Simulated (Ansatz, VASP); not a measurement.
# Two plane-wave programs on AlN

```xyz
4
Lattice="0.0000 -1.9720 -1.9720 0.0000 1.9720 -1.9720 3.9441 0.0000 0.0000" Properties=species:S:1:pos:R:3 pbc="T T T"
Al    0.0000   -0.0441   -1.9720
Al    1.9720    0.0441    0.0000
N     1.9720    0.0180   -1.9720
N     0.0000    1.9540   -1.9720
```

Change from the starting cell: mode 4 frozen in at -0.045 Å, equal normal strain along x, y and z -0.0167.

Alike in both runs: task single point; functional LDA; k mesh 8 × 8 × 6; occupations gaussian, width 0.05 eV; no spin polarisation.

|  | VASP | Ansatz |
| --- | --- | --- |
| version | VASP 6.6.1 | Ansatz 0.2.0 |
| potentials or method | VASP PAW LDA potentials, release 64 (Al, N) | scalar-relativistic, plane waves, PAW |
| plane-wave cutoff (eV) | 520 | 520 |
| valence electrons in the cell | 16 | 16 |

```tsv
	VASP	Ansatz	Ansatz less VASP
gap on the k mesh at the Fermi level (eV)	5.03	5.04	+0.001
least direct gap on the mesh (eV)	5.05	5.05	+0.001
pressure (GPa)	16.5	15.6	-0.81
largest component of the traceless stress (GPa)	0.36	0.35	-0.004
rms of the force components (eV/Å)	0.236	0.233	-0.0028
```

Atom by atom the forces differ by 0.005 eV/Å (rms over components).

Caveats: so large a pressure means that the cell lies far from this level's equilibrium, or that cutoff or potentials fall short (VASP). A k mesh can miss the band edges.
